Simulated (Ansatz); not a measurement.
Ge in Ansatz: the effect of functional

The system is Ge.

```
CELL_PARAMETERS angstrom
3.99759 0.00000 0.00000
-1.99879 3.46201 0.00000
0.00000 0.00000 6.59938
ATOMIC_POSITIONS crystal
Ge 0.33333 0.66667 0.93710
Ge 0.66667 0.33333 0.43710
Ge 0.33333 0.66667 0.56290
Ge 0.66667 0.33333 0.06290
```

This isn't the form of Ge at room conditions, which is diamond.

Alike in all runs:

| Item | Value |
| --- | --- |
| Program | Ansatz 0.2.0 |
| Task | band structure |
| Potentials or basis | Ansatz PAW |
| k mesh | 8 × 8 × 4 |
| Occupations | fermi-dirac, width 0.05 eV |
| Spin | no spin polarisation |

| functional | cutoff | pressure (GPa) |
| --- | --- | --- |
| LDA | 420 eV (not typed: the program's choice for these potentials) | ? |
| PBEsol | 420 eV (not typed: the program's choice for these potentials) | 0.0 |
| r2SCAN | 500 eV (not typed: the program's choice for these potentials) | -0.1 |

**Question.** What does the run with functional LDA give?

**Answer.** Pressure -1.9 GPa.

Caveats: the PAW data sets come from PBE, with cores solved anew for the run's functional, which leaves a small shift of forces and pressure.
